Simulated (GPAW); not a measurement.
# C (Fd-3m) in GPAW: a series of runs, part 2 of 2

GPAW 26.7.0. The steps go on from the part before.

## 4. Equation of state, r2SCAN+D3(BJ)

The input, run.py:

```python
from ase.calculators.mixing import SumCalculator
from ase.eos import EquationOfState
from ase.io import Trajectory, read
from ase.units import GPa
from dftd3.ase import DFTD3
from gpaw import GPAW, PW

atoms = read('C.cif')

traj = Trajectory('eos.traj', 'w')
volumes, energies = [], []
for x in [0.94, 0.96, 0.98, 1.0, 1.02, 1.04, 1.06]:
    a = atoms.copy()
    a.set_cell(atoms.cell * x**(1 / 3), scale_atoms=True)
    calc = GPAW(mode=PW(800),
                xc='MGGA_X_R2SCAN+MGGA_C_R2SCAN',
                kpts={'size': (10, 10, 10), 'gamma': True},
                occupations={'name': 'fermi-dirac', 'width': 0.05},
                nbands=11,
                convergence={'density': 1e-05, 'energy': 1e-05},
                maxiter=150,
                txt=f'eos-{x:.2f}.txt')
    a.calc = SumCalculator([calc, DFTD3(method='r2scan', damping='d3bj')])
    energies.append(a.get_potential_energy())
    volumes.append(a.get_volume())
    p = -a.get_stress()[:3].mean() / GPa
    calc.write(f'eos-{x:.2f}.gpw')
    traj.write(a)
    print(f'{x:.2f} {volumes[-1]:10.4f} A^3 {energies[-1]:14.6f} eV {p:9.3f} GPa', flush=True)

v0, e0, B = EquationOfState(volumes, energies, eos='birchmurnaghan').fit()
print(f'V0 = {v0:.4f} A^3, E0 = {e0:.6f} eV, B0 = {B / GPa:.2f} GPa')
```

The input, C.cif:

```cif
data_C
_cell_length_a 2.52206604
_cell_length_b 2.52206604
_cell_length_c 2.52206604
_cell_angle_alpha 60.00000000
_cell_angle_beta 60.00000000
_cell_angle_gamma 60.00000000
_space_group_name_H-M_alt 'P1'
_space_group_name_Hall 'P 1'
_space_group_IT_number 1
loop_
_space_group_symop_operation_xyz
'x,y,z'
loop_
_atom_site_label
_atom_site_type_symbol
_atom_site_symmetry_multiplicity
_atom_site_Wyckoff_symbol
_atom_site_fract_x
_atom_site_fract_y
_atom_site_fract_z
_atom_site_occupancy
C1 C 1 a 0.7500000000 0.7500000000 0.7500000000 1
C2 C 1 a 0.5000000000 0.5000000000 0.5000000000 1
```

Potentials or basis: GPAW PAW data sets (gpaw-data 1.2.1), pw.

Command:

```
> OMP_NUM_THREADS=1 python run.py
```

Standard output:

```text
__  _  _
 | _ |_)|_||  |
 |__||  | ||/\| - 26.7.0

Input parameters:
  mode=PW(ecut=800.0),
  convergence={'density': 1e-05, 'energy': 1e-05},
  kpts=MonkhorstPack(size=(10, 10, 10), gamma=True),
  maxiter=150,
  nbands=11,
  occupations=Occupations(name='fermi-dirac', width=0.05),
  xc=XC(name='MGGA_X_R2SCAN+MGGA_C_R2SCAN')

Diagonalizing LCAO Hamiltonian
Converting LCAO to pw mode

           C
       C

Atoms  # Å, Bohr magnetons
|   | symbol |        x |        y |        z |    initial magnetic moments |
|---|--------|----------|----------|----------|-----------------------------|
| 0 |      C | 3.705871 | 2.139586 | 1.512916 | ( 0.0000,  0.0000,  0.0000) |
| 1 |      C | 2.470581 | 1.426391 | 1.008610 | ( 0.0000,  0.0000,  0.0000) |

Unit cell  # Å
| periodic |        x |        y |        z |  lengths |    angles |
|----------|----------|----------|----------|----------|-----------|
|      yes | 2.470581 | 0.000000 | 0.000000 | 2.470581 | 60.000000 |
|      yes | 1.235290 | 2.139586 | 0.000000 | 2.470581 | 60.000000 |
[... 148 lines left out ...]

Converged in 8 steps
Energy contributions relative to reference atoms: (reference = -2055.256231)

Energy contributions:
  Kinetic:          20.917364
  Coulomb:         -18.465267
  Zero:              0.029904
  External:          0.000000
  Xc:              -22.115201
  Entropy:          -0.000000
  Spinorbit:         0.000000
  ----------------------------
  Free energy:     -19.633200
  Extrapolated:    -19.633200

dipole moment: (3.014010, 1.740139, 1.230464)  # |e|*Ang

Fermi level: 13.991
Eigenvalues  # (at kpt = [0.000, 0.000, 0.000])
| band index |      eig [eV] | occ [0-2] |
|------------|---------------|-----------|
|          0 |       -10.449 |     2.000 |
|          1 |        13.099 |     2.000 |
|          2 |        13.099 |     2.000 |
|          3 |        13.099 |     2.000 |
|          4 |        19.145 |     0.000 |
|          5 |        19.145 |     0.000 |
|          6 |        19.145 |     0.000 |
|          7 |        28.467 |     0.000 |
|          8 |        34.405 |     0.000 |
|          9 |        41.216 |     0.000 |
|         10 |        41.711 |     0.000 |

Gap: 4.529 eV
Transition (v -> c):
  (s=0, k=0, n=3, [0.00, 0.00, 0.00]) -> (s=0, k=24, n=4, [0.40, 0.40, 0.00])
Direct/indirect transitions are different
Direct gap: 6.046 eV
Transition at: (s=0, k=0, n=3, [0.00, 0.00, 0.00])

Stress tensor  # eV/Ang^3
|         x |         y |         z |
|-----------|-----------|-----------|
| -0.172105 |  0.000000 |  0.000000 |
| -0.000000 | -0.172105 |  0.000000 |
|  0.000000 |  0.000000 | -0.172105 |

# Writing to eos-0.94.gpw (mode='')
```

stdout:

```text
0.94    10.6631 A^3     -19.824594 eV    24.664 GPa
0.96    10.8899 A^3     -19.852946 eV    13.590 GPa
0.98    11.1168 A^3     -19.866201 eV     3.522 GPa
1.00    11.3437 A^3     -19.865901 eV    -5.638 GPa
1.02    11.5706 A^3     -19.853199 eV   -13.974 GPa
1.04    11.7974 A^3     -19.829120 eV   -21.553 GPa
1.06    12.0243 A^3     -19.794893 eV   -28.448 GPa
V0 = 11.2235 A^3, E0 = -19.867696 eV, B0 = 455.32 GPa
```

Wall time 2 min (1 thread of Arm Neoverse V2, shared host); peak memory 0.29 GiB.

What came out:

```
Equilibrium volume : 5.61 Å³/atom (rough: see the caveat)
Bulk modulus       : 455 GPa (rough)
```

Energy against volume, from the lowest point:
```
volume (Å³/atom)  energy (meV/atom)
           5.332              20.80
           5.445               6.63
           5.558               0.00
           5.672               0.15
           5.785               6.50
           5.899              18.54
           6.012              35.65
```

Caveat: the points scatter about the fit; the PAW data sets were made with another functional, which shifts forces and pressure a little.

## 5. Band structure, PBE

The input, run.py:

```python
from ase.dft.bandgap import bandgap
from ase.io import read, write
from gpaw import GPAW

atoms = read('C.cif')

calc = GPAW(mode='lcao',
            h=0.2,
            basis='szp(dzp)',
            xc='PBE',
            kpts={'size': (10, 10, 10), 'gamma': True},
            occupations={'name': 'fermi-dirac', 'width': 0.05},
            convergence={'density': 1e-05, 'energy': 1e-05},
            maxiter=150,
            txt='gpaw.txt')
atoms.calc = calc
energy = atoms.get_potential_energy()
forces = atoms.get_forces()
calc.write('gs.gpw')
write('result.traj', atoms)
print(f'Energy: {energy:.6f} eV')
print('Forces (eV/A):')
print(forces.round(4))
print('Fermi level:', round(calc.get_fermi_level(), 4), 'eV')
print(f'Gap: {bandgap(calc)[0]:.4f} eV, direct: {bandgap(calc, direct=True)[0]:.4f} eV')

path = atoms.cell.bandpath('GXWKGLUWLK,UX', npoints=80, eps=1e-4)
bs_calc = calc.fixed_density(kpts=path, symmetry='off', txt='bands.txt')
bs = bs_calc.band_structure()
bs.write('bs.json')
print(f'Gap on the path: {bandgap(bs_calc)[0]:.4f} eV')
```

C.cif is that of step 4.

Potentials or basis: GPAW PAW data sets (gpaw-data 1.2.1), lcao:szp(dzp).

Command:

```
> OMP_NUM_THREADS=1 python run.py
```

gpaw.txt:

```text
__  _  _
 | _ |_)|_||  |
 |__||  | ||/\| - 26.7.0

Input parameters:
  mode=LCAO(),
  basis={'default': 'szp(dzp)'},
  convergence={'density': 1e-05, 'energy': 1e-05},
  h=0.2,
  kpts=MonkhorstPack(size=(10, 10, 10), gamma=True),
  maxiter=150,
  occupations=Occupations(name='fermi-dirac', width=0.05),
  xc=XC(name='PBE')

           C
       C

Atoms  # Å, Bohr magnetons
|   | symbol |        x |        y |        z |    initial magnetic moments |
|---|--------|----------|----------|----------|-----------------------------|
| 0 |      C | 3.783099 | 2.184173 | 1.544444 | ( 0.0000,  0.0000,  0.0000) |
| 1 |      C | 2.522066 | 1.456116 | 1.029629 | ( 0.0000,  0.0000,  0.0000) |

Unit cell  # Å
| periodic |        x |        y |        z |  lengths |    angles |
|----------|----------|----------|----------|----------|-----------|
|      yes | 2.522066 | 0.000000 | 0.000000 | 2.522066 | 60.000000 |
|      yes | 1.261033 | 2.184173 | 0.000000 | 2.522066 | 60.000000 |
|      yes | 1.261033 | 0.728058 | 2.059258 | 2.522066 | 60.000000 |

Number of symmetries: 24
Symmetry operations  # r_c * U_cc + t_c -> r_c
[... 298 lines left out ...]
|iter:   6| |  -16.994686c|      c| -3.55 |
|iter:   7| |  -16.994686c|      c| -5.71c|

Converged in 7 steps
Energy contributions relative to reference atoms: (reference = -2055.256231)

Energy contributions:
  Kinetic:           0.017091
  Coulomb:          -0.350712
  Zero:              0.282405
  External:          0.000000
  Xc:              -16.943469
  Entropy:          -0.000000
  Spinorbit:         0.000000
  ----------------------------
  Free energy:     -16.994686
  Extrapolated:    -16.994686

dipole moment: (3.212997, 1.855025, 1.311701)  # |e|*Ang

Fermi level: 13.396
Eigenvalues  # (at kpt = [0.000, 0.000, 0.000])
| band index |      eig [eV] | occ [0-2] |
|------------|---------------|-----------|
|          0 |        -9.660 |     2.000 |
|          1 |        11.384 |     2.000 |
|          2 |        11.384 |     2.000 |
|          3 |        11.389 |     2.000 |
|          4 |        17.186 |     0.000 |
|          5 |        17.186 |     0.000 |
|          6 |        17.195 |     0.000 |
|          7 |        25.246 |     0.000 |

Gap: 4.669 eV
Transition (v -> c):
  (s=0, k=0, n=3, [0.00, 0.00, 0.00]) -> (s=0, k=9, n=4, [0.30, 0.30, 0.00])
Direct/indirect transitions are different
Direct gap: 5.797 eV
Transition at: (s=0, k=0, n=3, [0.00, 0.00, 0.00])

Forces  # eV/Ang
|        x |        y |        z |
|----------|----------|----------|
|  0.00000 | -0.00000 |  0.00000 |  # C    0
| -0.00000 |  0.00000 | -0.00000 |  # C    1

# Writing to gs.gpw (mode='')
```

stdout:

```text
Energy: -16.994686 eV
Forces (eV/A):
[[ 0. -0.  0.]
 [-0.  0. -0.]]
Fermi level: 13.3955 eV
Gap: 4.6692 eV, direct: 5.7968 eV
Gap on the path: 4.6438 eV
```

Run time: 45 s. Hardware: 1 thread of Arm Neoverse V2, shared host; peak memory 0.13 GiB.

These settings aren't checked as converged: the numbers below hold their error.

What came out:

```
Free energy             : -16.9947 eV
Band gap on the k mesh  : 4.67 eV, indirect (least direct gap 5.80 eV)
Band gap along the path : 4.64 eV, indirect (least direct gap 5.80 eV)
```

Caveat: the real-space grid adds noise to forces; the basis of atomic orbitals isn't converged, which shifts pressures, moduli and gaps.

## 6. Dielectric tensor, PBE

The input, run.py:

```python
import numpy as np
from ase import Atoms
from ase.dft.bandgap import bandgap
from ase.io import write
from gpaw import GPAW, PW
from gpaw.response.df import DielectricFunction

atoms = Atoms(['C', 'C'],
              cell=[[0.0, 1.78337, 1.78337],
                    [1.78337, 0.0, 1.78337],
                    [1.78337, 1.78337, 0.0]],
              scaled_positions=[[0.75, 0.75, 0.75],
                                [0.5, 0.5, 0.5]],
              pbc=True)

calc = GPAW(mode=PW(600),
            xc='PBE',
            kpts={'size': (10, 10, 10), 'gamma': True},
            occupations={'name': 'fermi-dirac', 'width': 0.001},
            nbands=11,
            convergence={'density': 1e-06},
            maxiter=150,
            txt='gpaw.txt')
atoms.calc = calc
energy = atoms.get_potential_energy()
calc.write('gs.gpw')
write('result.traj', atoms)
print(f'Energy: {energy:.6f} eV')
print('Fermi level:', round(calc.get_fermi_level(), 4), 'eV')
print(f'Gap: {bandgap(calc)[0]:.4f} eV, direct: {bandgap(calc, direct=True)[0]:.4f} eV')

for size in [(23, 23, 23), (32, 32, 32)]:
    name = 'x'.join(str(n) for n in size)
    dense = calc.fixed_density(kpts={'size': size, 'gamma': True},
                               nbands=30, convergence={'bands': 24, 'eigenstates': 1e-7},
                               update_fermi_level=True, txt=f'dense-{name}.txt')
    dense.write(f'{name}.gpw', mode='all')
    df = DielectricFunction(f'{name}.gpw', frequencies=np.array([0.0]), hilbert=False, eta=0.001,
                            ecut=80, nbands=24, intraband=False, txt=f'df-{name}.txt')
    for xc in ['RPA', 'ALDA_X', 'LR0.1']:
        for direction in ['x', 'y', 'z', [0, 1, 1], [1, 0, 1], [1, 1, 0]]:
            e0, e = df.get_macroscopic_dielectric_constant(xc=xc, direction=direction)
            print(f'{name} {xc} {direction}: {e0:.4f} without, {e:.4f} with local fields')
```

Potentials or basis: GPAW PAW data sets (gpaw-data 1.2.1), pw.

Command:

```
> OMP_NUM_THREADS=1 python run.py
```

gpaw.txt:

```text
__  _  _
 | _ |_)|_||  |
 |__||  | ||/\| - 26.7.0

Input parameters:
  mode=PW(ecut=600.0),
  convergence={'density': 1e-06},
  kpts=MonkhorstPack(size=(10, 10, 10), gamma=True),
  maxiter=150,
  nbands=11,
  occupations=Occupations(name='fermi-dirac', width=0.001),
  xc=XC(name='PBE')

Diagonalizing LCAO Hamiltonian
Converting LCAO to pw mode

          C
       C

Atoms  # Å, Bohr magnetons
|   | symbol |        x |        y |        z |    initial magnetic moments |
|---|--------|----------|----------|----------|-----------------------------|
| 0 |      C | 2.675055 | 2.675055 | 2.675055 | ( 0.0000,  0.0000,  0.0000) |
| 1 |      C | 1.783370 | 1.783370 | 1.783370 | ( 0.0000,  0.0000,  0.0000) |

Unit cell  # Å
| periodic |        x |        y |        z |  lengths |    angles |
|----------|----------|----------|----------|----------|-----------|
|      yes | 0.000000 | 1.783370 | 1.783370 | 2.522066 | 60.000000 |
|      yes | 1.783370 | 0.000000 | 1.783370 | 2.522066 | 60.000000 |
|      yes | 1.783370 | 1.783370 | 0.000000 | 2.522066 | 60.000000 |

Number of symmetries: 24
Symmetry operations  # r_c * U_cc + t_c -> r_c
|    | kind |            matrix            |
|----|------|------------------------------|
|  0 |  E   |  1, 0, 0,  0, 1, 0,  0, 0, 1 |
|  1 |  σ   |  1, 0, 0,  0, 0, 1,  0, 1, 0 |
|  2 |  σ   |  1, 0,-1,  0, 1,-1,  0, 0,-1 |
|  3 |  C3  |  1, 0,-1,  0, 0,-1,  0, 1,-1 |
|  4 |  C3  |  1,-1, 0,  0,-1, 1,  0,-1, 0 |
|  5 |  σ   |  1,-1, 0,  0,-1, 0,  0,-1, 1 |
[... 107 lines left out ...]
  Fourier metric: weight=20.0, sigma=0.015

occupation numbers:
  Fermi-Dirac:
    width: 0.0010  # eV

poisson solver:
  ecut: 4800.0  # eV

xc functional:
  name: PBE with 2 nearest neighbor stencil

convergence criteria:
- Maximum integral of absolute [dens]ity change: 1e-06 electrons / valence electron
- Maximum [total energy] change in last 3 cyles: 0.0005 eV / valence electron
- Maximum integral of absolute [eigenst]ate change: 4e-08 eV^2 / valence electron
maximum number of iterations: 150

SCF iterations
|iter     | |      energy | eigst |  dens |
|---------|-|-------------|-------|-------|
|iter:   1| |  -18.674413 | +0.07 |       |
|iter:   2| |  -18.605868 | -2.75 | -0.80 |
|iter:   3| |  -18.183724 | -1.62 | -0.83 |
|iter:   4| |  -18.179446 | -2.71 | -1.48 |
|iter:   5| |  -18.180017 | -4.75 | -2.22 |
|iter:   6| |  -18.180019c| -6.58 | -3.31 |
|iter:   7| |  -18.180020c| -8.11c| -4.02 |
|iter:   8| |  -18.180020c| -8.21c| -4.92 |
|iter:   9| |  -18.180020c| -9.22c| -5.50 |
|iter:  10| |  -18.180020c| -9.75c| -5.89 |
|iter:  11| |  -18.180020c|-11.43c| -7.24c|

Converged in 11 steps
Energy contributions relative to reference atoms: (reference = -2055.256231)

Energy contributions:
  Kinetic:          16.642346
  Coulomb:         -15.700337
  Zero:              0.035324
  External:          0.000000
  Xc:              -19.157354
  Entropy:          -0.000000
  Spinorbit:         0.000000
  ----------------------------
  Free energy:     -18.180020
  Extrapolated:    -18.180020

dipole moment: (2.138287, 2.138287, 2.138287)  # |e|*Ang

Fermi level: 13.868
Eigenvalues  # (at kpt = [0.000, 0.000, 0.000])
| band index |      eig [eV] | occ [0-2] |
|------------|---------------|-----------|
|          0 |        -9.413 |     2.000 |
|          1 |        12.065 |     2.000 |
|          2 |        12.065 |     2.000 |
|          3 |        12.065 |     2.000 |
|          4 |        17.664 |     0.000 |
|          5 |        17.664 |     0.000 |
|          6 |        17.664 |     0.000 |
|          7 |        25.408 |     0.000 |
|          8 |        31.376 |     0.000 |
|          9 |        38.580 |     0.000 |
|         10 |        38.744 |     0.000 |

Gap: 4.172 eV
Transition (v -> c):
  (s=0, k=0, n=3, [0.00, 0.00, 0.00]) -> (s=0, k=24, n=4, [0.40, 0.40, 0.00])
Direct/indirect transitions are different
Direct gap: 5.599 eV
Transition at: (s=0, k=0, n=3, [0.00, 0.00, 0.00])
# Writing to gs.gpw (mode='')
```

stdout:

```text
Energy: -18.180020 eV
Fermi level: 13.8681 eV
Gap: 4.1723 eV, direct: 5.5989 eV
23x23x23 RPA x: 5.9459 without, 5.7874 with local fields
23x23x23 RPA y: 5.9459 without, 5.7874 with local fields
23x23x23 RPA z: 5.9459 without, 5.7874 with local fields
[... 22 lines left out ...]
32x32x32 ALDA_X y: 5.9459 without, 5.8361 with local fields
32x32x32 ALDA_X z: 5.9459 without, 5.8361 with local fields
32x32x32 ALDA_X [0, 1, 1]: 5.9459 without, 5.8361 with local fields
32x32x32 ALDA_X [1, 0, 1]: 5.9459 without, 5.8361 with local fields
32x32x32 ALDA_X [1, 1, 0]: 5.9459 without, 5.8361 with local fields
32x32x32 LR0.1 x: 5.9459 without, 5.9780 with local fields
32x32x32 LR0.1 y: 5.9459 without, 5.9780 with local fields
32x32x32 LR0.1 z: 5.9459 without, 5.9780 with local fields
32x32x32 LR0.1 [0, 1, 1]: 5.9459 without, 5.9780 with local fields
32x32x32 LR0.1 [1, 0, 1]: 5.9459 without, 5.9780 with local fields
32x32x32 LR0.1 [1, 1, 0]: 5.9459 without, 5.9780 with local fields
```

df-23x23x23.txt:

```text
FrequencyGridDescriptor(from 0.000 to 0.000 eV, 1 points)
FrequencyGridDescriptor(from 0.000 to 0.000 eV, 1 points)

Calculating chi0 body with:
    Ground state adapter containing:
    Number of spins: 1
    Number of kpoints: 12167
    Number of irreducible kpoints: 364
    Number of completely occupied states: 4
    Number of partially occupied states: 4

[... 158 lines left out ...]
      (4,1)   0.00000000  0.00000000  yes
      (4,2)   0.00000000  0.00000000  yes
      (4,3)   0.00000000  0.00000000  yes
      (4,4)   0.00000084  0.00000003  yes
      In total: 0.9999983427153432 of the surface norm square is covered on average
      In total: 0.9999983427153432 of the surface norm square could be covered on average
[... 226 lines left out ...]
Finished calculating f(G)
Calculating LR kernel with alpha = 0.1
Calculating LR kernel with alpha = 0.1
Calculating LR kernel with alpha = 0.1
Calculating LR kernel with alpha = 0.1
Calculating LR kernel with alpha = 0.1
Calculating LR kernel with alpha = 0.1
```

Run time: 6.6 min. Hardware: 1 thread of Intel Xeon at 2.70GHz, shared host; peak memory 0.57 GiB.

Results:

* Free energy: -18.1800 eV
* Band gap on the k mesh: 4.17 eV, indirect (least direct gap 5.60 eV)
* Electronic dielectric tensor (diagonal): 5.79

Electronic dielectric tensor:
```
5.79 0.00 0.00
0.00 5.79 0.00
0.00 0.00 5.79
```

Caveat: the long-wavelength limit can be off by a per cent or two. A k mesh can miss the band edges.

## 7. Summary

| task | level | potentials or basis | cutoff (eV) | smearing | band path | band points | data set | response ecut | response k mesh | gap on the mesh (eV) | pressure (GPa) |
| --- | --- | --- | --- | --- | --- | --- | --- | --- | --- | --- | --- |
| band structure | TASK | GPAW PAW data sets (gpaw-data 1.2.1), pw | 800 | fermi-dirac 0.05 eV | GXWKGLUWLK,UX | 60 | - | - | - | 4.38 | 13.4 |
| band structure | PBE | JTH PAW 2.0, PBE, pw | 800 | fermi-dirac 0.05 eV | GXWKGLUWLK,UX | 80 | C jth | - | - | 4.17 | 0.0 |
| equation of state | r2SCAN+D3(BJ) | GPAW PAW data sets (gpaw-data 1.2.1), pw | 800 | fermi-dirac 0.05 eV | - | - | - | - | - | - | - |
| dielectric tensor | PBE | GPAW PAW data sets (gpaw-data 1.2.1), pw | 600 | fermi-dirac 0.001 eV | - | - | - | 80 eV | 32 × 32 × 32 | 4.17 | - |

Alike in all rows: no spin polarisation; cell as given; k mesh 10 × 10 × 10.

Caveats: the PAW data sets were made with another functional, which shifts forces and pressure a little (some runs); the program truncates these outside data sets (some runs); the points scatter about the fit (some runs); the long-wavelength limit can be off by a per cent or two (some runs).

Absolute energies hang on the potentials; compare differences alone.
